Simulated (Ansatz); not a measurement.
Zn:

```
Zn
1.0
     2.67000    0.00000    0.00000
    -1.33500    2.31229    0.00000
     0.00000    0.00000    4.96600
Zn
2
Direct
  0.66667 0.33333 0.75000
  0.33333 0.66667 0.25000
```

```yaml
Program: Ansatz 0.2.0
Task: single point
Functional: PBEsol
Potentials_or_basis: all-electron LAPW, scalar-relativistic
Cutoff: 264 eV (chosen from the basis error)
Basis_error_allowed: 0.001 eV/atom
k_mesh: 11 × 11 × 6
Occupations: fermi-dirac, width 0.05 eV
Spin: no spin polarisation
```

On this cell: pressure -5.6 GPa; largest force under 0.003 eV/Å; band gap on the k mesh none (metal or under the smearing width).

The same run follows on a disturbed copy (atoms moved at random, drawn with an rms of 0.05 Å):

```
Zn
1.0
     2.67000    0.00000    0.00000
    -1.33500    2.31229    0.00000
     0.00000    0.00000    4.96600
Zn
2
Direct
  0.66542 0.31974 0.74893
  0.32257 0.68013 0.25107
```

Question: What does the disturbed cell give?

Answer: The energy (extrapolated to zero smearing) moves by +1.0 meV/atom; pressure -5.6 GPa; largest force 0.045 eV/Å; band gap on the k mesh none (metal or under the smearing width).

Forces on the atoms (eV/Å):
```
Zn  -0.026  0.031  0.020
Zn   0.026 -0.031 -0.020
```

Stress tensor (GPa, compression positive):
```
-5.54 -0.08 -0.01
-0.08 -5.69  0.01
-0.01  0.01 -5.51
```
